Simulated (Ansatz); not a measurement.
## MnS: single point with HSE06 form with a typed share of exact exchange

The system is MnS.

```
CELL_PARAMETERS angstrom
3.95358 0.00000 0.00000
-1.97679 3.42390 0.00000
0.00000 0.00000 6.34253
ATOMIC_POSITIONS crystal
Mn 0.66667 0.33333 0.49884
Mn 0.33333 0.66667 0.99884
S 0.33333 0.66667 0.62615
S 0.66667 0.33333 0.12615
```

The cell is a database's computed one.

```
Program                 : Ansatz 0.2.0
Task                    : single point
Functional              : HSE06 form with a typed share of exact exchange
Potentials or basis     : Ansatz PAW
Cutoff                  : 420 eV (not typed: the program's choice for these potentials)
k mesh                  : 4 × 4 × 2
Occupations             : fermi-dirac, width 0.05 eV
Spin                    : collinear spin, ferromagnetic start
Starting moments        : [4.0, 4.0, 0.0, 0.0] μB
Screening (1/Å)         : 0.1
Share of exact exchange : 0.25
```

```yaml
Pressure: 4.8 GPa
Largest_force: 0.336 eV/Å
Band_gap_on_the_k_mesh: 2.36 eV, indirect (least direct gap 2.59 eV)
Net_moment: 10.00 μB per cell
Absolute_moment: 10.00 μB per cell
Site_moments: Mn +4.31; S +0.08 μB
```

Forces in eV/Å, atoms in the order of the input:
```
Mn   0.000  0.000  0.336
Mn   0.000  0.000  0.336
S    0.000  0.000 -0.336
S    0.000  0.000 -0.336
```

Stress tensor (GPa, compression positive):
```
3.92 0.00 0.00
0.00 3.92 0.00
0.00 0.00 6.64
```

Levels at points of the mesh, in eV from the valence-band top:
Spin up:
```tsv
k point	band 22	band 23	band 24	band 25	band 26	band 27	band 28	band 29	band 30
(0.00, 0.00, 0.00)	-1.20	-1.20	-0.04	0.00	0.00	2.59	4.24	7.30	7.30
(0.00, 0.00, -0.50)	-2.36	-0.62	-0.62	-0.62	-0.62	4.23	4.23	7.40	7.40
(0.00, -0.50, 0.00)	-3.92	-3.42	-2.91	-1.72	-1.07	4.83	5.23	5.72	7.74
(0.00, -0.50, -0.50)	-4.16	-1.97	-1.97	-1.80	-1.80	4.44	4.44	6.61	6.61
```
Spin down:
```tsv
k point	band 14	band 15	band 16	band 17	band 18	band 19
(0.00, 0.00, 0.00)	-3.12	-3.09	-3.09	3.32	3.32	3.43
(0.00, 0.00, -0.50)	-3.14	-3.14	-3.14	3.82	3.82	3.82
(0.00, -0.50, 0.00)	-3.45	-3.43	-3.11	2.36	2.69	3.38
(0.00, -0.50, -0.50)	-3.36	-3.28	-3.28	2.92	2.92	3.66
```

It took 13 s on 1 × NVIDIA H100 80GB HBM3 with 2 threads of AMD EPYC 7R13 Processor (Zen 3), on a shared host, peak memory 1.6 GiB.

Caveat: the k mesh is coarse (spacing up to 0.50 Å⁻¹), so the values aren't converged, least of all with exact exchange; the magnetic or orbital state may not be the lowest; only a ferromagnetic start was run, and an antiferromagnetic order may lie lower in energy; the PAW data sets come from PBE, with cores solved anew for the run's functional, which leaves a small shift of forces and pressure; the thresholds are loose for stress. A k mesh can miss the band edges.
